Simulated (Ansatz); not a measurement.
# ThSiO4 (I4_1/amd) (192 atoms): geometry optimisation

Wanted: the relaxed structure of ThSiO4 (I4_1/amd) (192 atoms) and its electronic structure.

Main program and level: Ansatz 0.2.0; Kohn-Sham DFT, PBE, norm-conserving pseudopotentials, plane waves.

### 1. Set-up

The cell holds 192 atoms: 32 Th, 32 Si and 128 O. Cell: a = 14.296 Å, b = 14.296 Å, c = 12.618 Å, α = 90.0°, β = 90.0°, γ = 90.0°. It derives from ThSiO4 (I4_1/amd), repeated 2×2×2. ThSiO4, space group I4_1/amd, structure from the Crystallography Open Database, 2 x 2 x 2 conventional cells; every coordinate displaced by a Gaussian of 0.02 Å.

Before any run, some limits are plain. The Brillouin zone is sampled at Γ only, in a cell whose shortest periodic width is 13 Å. The levels lack spin–orbit coupling, which is large for the heavy elements here.

### 2. Single point at the start

A single point comes first, to see the forces before anything moves.

Input file input.yaml:

```yaml
crystal:
  lattice:
    - [14.296, 0.0, 0.0]
    - [0.0, 14.296, 0.0]
    - [0.0, 0.0, 12.618]
  atoms:
    - { symbol: Th, position: [0.99881, 0.99907, 0.99982] }
    - { symbol: Th, position: [0.25091, 0.25302, 0.24893] }
    - { symbol: Th, position: [0.99675, 0.25131, 0.12433] }
    - { symbol: Th, position: [0.24968, 0.00046, 0.37092] }
    [... 182 atom lines left out ...]
    - { symbol: O, position: [0.66687, 0.50022, 0.55523] }
    - { symbol: O, position: [0.58309, 0.75002, 0.80466] }
    - { symbol: O, position: [0.75102, 0.83414, 0.93053] }
    - { symbol: O, position: [0.49991, 0.91573, 0.67647] }
    - { symbol: O, position: [0.49692, 0.83602, 0.9487] }
    - { symbol: O, position: [0.74794, 0.91678, 0.69818] }
kpoints:
  mp_grid: { grid: [1, 1, 1] }
hamiltonian:
  xc: pbe
  pseudopotentials: { kind: nc, accuracy: standard }
scf:
  occupations: { method: fixed }
output:
  forces: true
```

Started as:

```console
$ ansatz run input.yaml --threads 16 --pin off --max-ram 31232MiB --backend cpu --events-out ev --progress --plain --runs-dir out
```

Elapsed: 2.5 min, on 16 threads of Arm Neoverse V1, shared host; peak memory 19 GiB.

Read from the output:

```
free energy            : -212629.1332 eV
free energy per atom   : -1107.4434 eV/atom
SCF cycles             : 13
r.m.s. force component : 3.969 eV/Å
longest force          : 13.1 eV/Å
Fermi energy           : 9.294 eV
```

The r.m.s. force component of 4.0 eV/Å sets the starting point.

Length of the force by element:

| element | coordination | atoms | mean length of the force (eV/Å) | spread | least | most |
| --- | --- | --- | --- | --- | --- | --- |
| O | all | 128 | 8.13 | 1.55 | 4.32 | 13.1 |
| Si | all | 32 | 2.65 | 1.28 | 0.528 | 6.40 |
| Th | all | 32 | 0.701 | 0.278 | 0.113 | 1.27 |

### 3. Relaxation

With the cell held, the atoms are moved downhill towards a nearby minimum.

input.yaml, as its differences from that of step 2:

```diff
@@ -16 +16,4 @@
   forces: true
+relax:
+  f_tol: 0.03
+  max_steps: 60
```

The job ended after 9.1 min (16 threads; peak memory 19 GiB; 2.4 h of CPU time).

Relaxation path:

| step | energy less that of the first step (eV) | largest force component (eV/Å) |
| --- | --- | --- |
| 1 | 0.0000 | 10.0320 |
| 2 | -49.4605 | 4.1721 |
| 3 | -69.9445 | 0.3928 |
| 4 | -70.1587 | 0.0301 |
| 5 | -70.1605 | 0.0023 |

The atoms that moved most (Å):

| atom | dx | dy | dz | length |
| --- | --- | --- | --- | --- |
| O134 | -0.026 | -0.073 | 0.195 | 0.210 |
| O165 | 0.019 | 0.109 | -0.174 | 0.206 |
| O84 | 0.090 | 0.007 | -0.182 | 0.203 |
| O67 | -0.096 | 0.010 | -0.171 | 0.197 |
| O166 | 0.013 | -0.065 | -0.183 | 0.195 |
| O156 | 0.078 | 0.027 | -0.176 | 0.194 |
| O24 | -0.002 | -0.056 | 0.185 | 0.193 |
| O12 | 0.054 | -0.023 | -0.181 | 0.190 |

The relaxation changed the energy by -365 meV/atom, and atoms moved by 0.13 Å r.m.s., 0.21 Å at most.

### 4. Local order after relaxation

Bonds before and after, by the cutoffs listed below:

| pair | bonds before | bonds after | mean before (Å) | mean after (Å) | spread before (Å) | spread after (Å) |
| --- | --- | --- | --- | --- | --- | --- |
| O-Si | 128 | 128 | 1.508 | 1.644 | 0.025 | 0.000 |
| O-Th | 256 | 256 | 2.508 | 2.413 | 0.055 | 0.045 |

Density 6.68 g/cm³, 13.43 Å³ an atom.

g(r), total and by pair (bins of 0.2 Å):

| r (Å) | total | O-O | O-Si | O-Th | Si-Si | Si-Th | Th-Th |
| --- | --- | --- | --- | --- | --- | --- | --- |
| 1.60 | 2.70 | 0.00 | 12.15 | 0.00 | 0.00 | 0.00 | 0.00 |
| 1.80 | 0.00 | 0.00 | 0.00 | 0.00 | 0.00 | 0.00 | 0.00 |
| 2.00 | 0.00 | 0.00 | 0.00 | 0.00 | 0.00 | 0.00 | 0.00 |
| 2.20 | 0.00 | 0.00 | 0.00 | 0.00 | 0.00 | 0.00 | 0.00 |
| 2.40 | 2.43 | 0.00 | 0.00 | 10.95 | 0.00 | 0.00 | 0.00 |
| 2.60 | 0.56 | 1.25 | 0.00 | 0.00 | 0.00 | 0.00 | 0.00 |
| 2.80 | 1.37 | 3.08 | 0.00 | 0.00 | 0.00 | 0.00 | 0.00 |
| 3.00 | 1.50 | 3.39 | 0.00 | 0.00 | 0.00 | 0.00 | 0.00 |
| 3.20 | 0.35 | 0.00 | 0.00 | 0.00 | 0.00 | 6.35 | 0.00 |
| 3.40 | 1.20 | 1.36 | 2.65 | 0.00 | 0.00 | 0.00 | 0.00 |
| 3.60 | 0.54 | 1.22 | 0.00 | 0.00 | 0.00 | 0.00 | 0.00 |
| 3.80 | 1.22 | 0.55 | 4.38 | 0.00 | 0.00 | 0.00 | 0.00 |
| 4.00 | 0.93 | 0.00 | 0.00 | 0.00 | 8.35 | 8.35 | 8.35 |
| 4.20 | 0.00 | 0.00 | 0.00 | 0.00 | 0.00 | 0.00 | 0.00 |
| 4.40 | 2.23 | 1.64 | 1.72 | 5.05 | 0.00 | 0.00 | 0.00 |
| 4.60 | 1.18 | 1.14 | 0.00 | 3.00 | 0.00 | 0.00 | 0.00 |
| 4.80 | 1.54 | 1.35 | 2.87 | 1.35 | 0.00 | 0.00 | 0.00 |
| 5.00 | 0.28 | 0.00 | 0.00 | 0.00 | 0.00 | 4.98 | 0.00 |
| 5.20 | 1.31 | 1.79 | 0.00 | 2.31 | 0.00 | 0.00 | 0.00 |
| 5.40 | 1.20 | 2.16 | 1.09 | 0.00 | 0.00 | 0.00 | 0.00 |
| 5.60 | 0.23 | 0.00 | 1.05 | 0.00 | 0.00 | 0.00 | 0.00 |
| 5.80 | 0.21 | 0.46 | 0.00 | 0.00 | 0.00 | 0.00 | 0.00 |
| 6.00 | 2.39 | 1.79 | 3.56 | 0.00 | 10.85 | 3.65 | 10.85 |
| 6.20 | 0.93 | 0.42 | 0.00 | 3.37 | 0.00 | 0.00 | 0.00 |
| 6.40 | 0.97 | 1.19 | 1.58 | 0.00 | 1.60 | 0.00 | 1.60 |
| 6.60 | 0.41 | 0.94 | 0.00 | 0.00 | 0.00 | 0.00 | 0.00 |
| 6.80 | 0.92 | 1.37 | 0.02 | 1.40 | 0.00 | 0.00 | 0.00 |
| 7.00 | 0.74 | 0.33 | 2.65 | 0.00 | 0.00 | 0.00 | 0.00 |

Bonds by pair of elements; cutoffs follow the first minimum of g(r), held within bounds set by covalent radii, and pairs that aren't listed don't count as bonded:

| pair A-B | cutoff (Å) | bonds | mean length (Å) | spread (Å) | shortest (Å) | B about A | A about B |
| --- | --- | --- | --- | --- | --- | --- | --- |
| O-Si | 2.02 | 128 | 1.64 | 0 | 1.64 | 1 | 4 |
| O-Th | 3.18 | 256 | 2.41 | 0.045 | 2.37 | 2 | 8 |

How many atoms have how many bonded neighbours:

| element | mean | 3 | 4 | 8 |
| --- | --- | --- | --- | --- |
| O | 3 | 128 | 0 | 0 |
| Si | 4 | 0 | 32 | 0 |
| Th | 8 | 0 | 0 | 32 |

Bond angles (no mean is given where the spread exceeds 20°):

| angle | count | mean (°) | spread (°) |
| --- | --- | --- | --- |
| O-Th-O | 896 | - | - |
| Si-O-Th | 256 | - | - |
| O-Si-O | 192 | 110 | 6.2 |
| Th-O-Th | 128 | 108 | 0 |

Oxygen atoms by the number of network formers (Si, P, Ge, B, Al, As, Ga) bound to them:

| network formers bound to O | O atoms | per cent |
| --- | --- | --- |
| 0 | 0 | 0 |
| 1 | 128 | 100 |

Network units: each former by its oxygen neighbours and how many of them bridge to another former:

| former | O neighbours | bridging O | atoms |
| --- | --- | --- | --- |
| Si | 4 | 0 | 32 |

With the cutoffs above, all O atoms have 3, all Si atoms have 4 and all Th atoms have 8 bonded neighbours. Counting bonds to Si alone, not to Th, 0 % of the oxygens join two of these atoms and 100 % one. The commonest Si unit has 4 oxygens, 0 of them shared with other formers (32 of 32 atoms).

### 5. Single point at the relaxed geometry

One more single point at the end of the walk gives the fuller output and checks the residual forces.

Input file input.yaml:

```yaml
crystal:
  lattice:
    - [14.296, 0.0, 0.0]
    - [0.0, 14.296, 0.0]
    - [0.0, 0.0, 12.618]
  atoms:
    - { symbol: Th, position: [0.99985, 9.0e-05, 4.0e-05] }
    - { symbol: Th, position: [0.24984, 0.2501, 0.25003] }
    - { symbol: Th, position: [0.99984, 0.25009, 0.12504] }
    - { symbol: Th, position: [0.24983, 0.0001, 0.37504] }
    [... 182 atom lines left out ...]
    - { symbol: O, position: [0.66114, 0.50014, 0.54199] }
    - { symbol: O, position: [0.58829, 0.75016, 0.79199] }
    - { symbol: O, position: [0.74968, 0.83873, 0.917] }
    - { symbol: O, position: [0.49983, 0.91157, 0.667] }
    - { symbol: O, position: [0.49973, 0.83879, 0.95808] }
    - { symbol: O, position: [0.7498, 0.91153, 0.70808] }
kpoints:
  mp_grid: { grid: [1, 1, 1] }
hamiltonian:
  xc: pbe
  pseudopotentials: { kind: nc, accuracy: standard }
scf:
  occupations: { method: fixed }
output:
  forces: true
  stress: true
  populations: true
  dos:
    method: { smearing: { sigma: 0.1 } }
    de: 0.1
    projected: { site_lists: { O: [O], Si: [Si], Th: [Th] } }
  eigenvalues: true
  write_density: true
  write_potential: true
  volumetric_format: npy
```

Wall time 4.5 min (16 threads); peak memory 19 GiB.

Numbers from this run:

```
free energy                                      : -212699.2936 eV
free energy per atom                             : -1107.8088 eV/atom
SCF cycles                                       : 12
pressure                                         : 3.219 GPa
r.m.s. force component                           : 0.00128 eV/Å
longest force                                    : 0.00617 eV/Å
Fermi energy                                     : 8.953 eV
gap (highest filled to lowest empty level) : 5.036 eV
spilling of the projection                       : 0.00535
```

Löwdin charges by element (they lack the spilled electrons, 0.045 e an atom on average):

| element | coordination | atoms | mean charge (e) | spread | least | most |
| --- | --- | --- | --- | --- | --- | --- |
| O | all | 128 | -0.675 | 0 | -0.675 | -0.675 |
| Si | all | 32 | 1.71 | 0 | 1.71 | 1.71 |
| Th | all | 32 | 1.26 | 0 | 1.26 | 1.26 |

Density of states as counts of states in windows of 1 eV (from the Fermi level), total and the larger projections:

| from (eV) | to (eV) | total | O p | Th d | Si p | O s | Th p |
| --- | --- | --- | --- | --- | --- | --- | --- |
| -18 | -17 | 82.4 | 1.0 | 2.4 | 9.0 | 50.4 | 15.9 |
| -17 | -16 | 101.3 | 0.8 | 7.7 | 9.6 | 75.0 | 6.0 |
| -16 | -15 | 0.0 | 0.0 | 0.0 | 0.0 | 0.0 | 0.0 |
| -15 | -14 | 82.3 | 6.7 | 0.4 | 0.9 | 7.2 | 66.3 |
| -14 | -13 | 98.5 | 8.3 | 0.4 | 2.0 | 16.9 | 69.3 |
| -13 | -12 | 11.2 | 0.6 | 0.1 | 0.2 | 2.5 | 7.9 |
| -12 | -7 | 0.0 | 0.0 | 0.0 | 0.0 | 0.0 | 0.0 |
| -7 | -6 | 22.2 | 14.2 | 2.4 | 0.2 | 1.6 | 0.2 |
| -6 | -5 | 39.5 | 25.0 | 1.2 | 0.2 | 4.6 | 1.4 |
| -5 | -4 | 69.9 | 48.4 | 7.9 | 8.0 | 1.9 | 0.9 |
| -4 | -3 | 118.2 | 85.9 | 7.8 | 12.9 | 3.4 | 2.7 |
| -3 | -2 | 131.2 | 105.2 | 13.4 | 3.0 | 1.4 | 1.8 |
| -2 | -1 | 215.4 | 187.3 | 9.1 | 2.1 | 1.2 | 4.9 |
| -1 | 0 | 163.8 | 150.5 | 2.4 | 0.7 | 0.3 | 2.9 |
| 0 | 1 | 7.8 | 7.3 | 0.0 | 0.0 | 0.0 | 0.2 |
| 1 | 4 | 0.0 | 0.0 | 0.0 | 0.0 | 0.0 | 0.0 |
| 4 | 5 | 1.0 | 0.0 | 0.1 | 0.0 | 0.0 | 0.0 |

With fixed occupations the program's Fermi level is the highest filled level; weight inside the gap is the broadening of levels at its edges.

Between -26 and -18 eV lie 72 more states.

The stored curve holds about 1216 of the 1600 electrons; the rest, give or take the few that broadening carries across the Fermi level, lie in deeper levels below its range.

The levels nearest the highest filled one (over half full), pooled over k-points and spins:

| level less the highest filled one (eV) | occupation |
| --- | --- |
| -0.0664 | 2 |
| -0.0593 | 2 |
| -1.0e-4 | 2 |
| -1.0e-4 | 2 |
| 0 | 2 |
| 0 | 2 |
| 5.04 | 0 |
| 5.06 | 0 |
| 5.06 | 0 |
| 5.14 | 0 |
| 5.14 | 0 |
| 5.14 | 0 |

Mean Löwdin charges: O -0.68, Si +1.71, Th +1.26 e (they miss 0.53 % of the electrons, so they add up to more than the cell's charge).

### 6. Outcome

- energy change in the relaxation: -365.4 meV/atom
- r.m.s. displacement: 0.132 Å
- largest displacement: 0.21 Å
- free energy per atom: -1107.8088 eV/atom
- density: 6.679 g/cm³
- pressure: 3.219 GPa
- r.m.s. force component: 0.00128 eV/Å
- gap (highest filled to lowest empty level): 5.036 eV
- wall time of the 3 DFT runs: 16 min

What this shows: Relaxation lowers the energy by 365 meV/atom and moves atoms by 0.13 Å r.m.s.; the r.m.s. force component goes from 4.0 to 0.0013 eV/Å. By the final cutoffs no bond was broken or made. First to last step the energy falls by 70.160 eV; the largest move, 0.21 Å, is that of O134. The O-Si bonds change most in mean length: from 1.508 Å (spread 0.025) to 1.644 Å (spread 0.000). With the cutoffs above, all O atoms have 3, all Si atoms have 4 and all Th atoms have 8 bonded neighbours. Counting bonds to Si alone, not to Th, 0 % of the oxygens join two of these atoms and 100 % one. The highest filled and lowest empty levels differ by 5.04 eV at Γ alone; the mesh holds the band edges only if they fold onto it, so the gap at this level can be narrower or closed.

**Limits.** Forces of over 1 eV/Å at the start, largest on O, show that the listed positions lie far from a minimum at this level. The pressure of 3.2 GPa means that a free cell would grow at this level.

[Logs are printed without paths, hosts, clocks, repeated set-up lines and the standing remarks that a program may print on its own settings, such as how far it seeks lower states.]

[Hosts, paths, dates, database ids (printed as entryN), source tags and the programs' standing remarks are cut or masked in the printed files.]
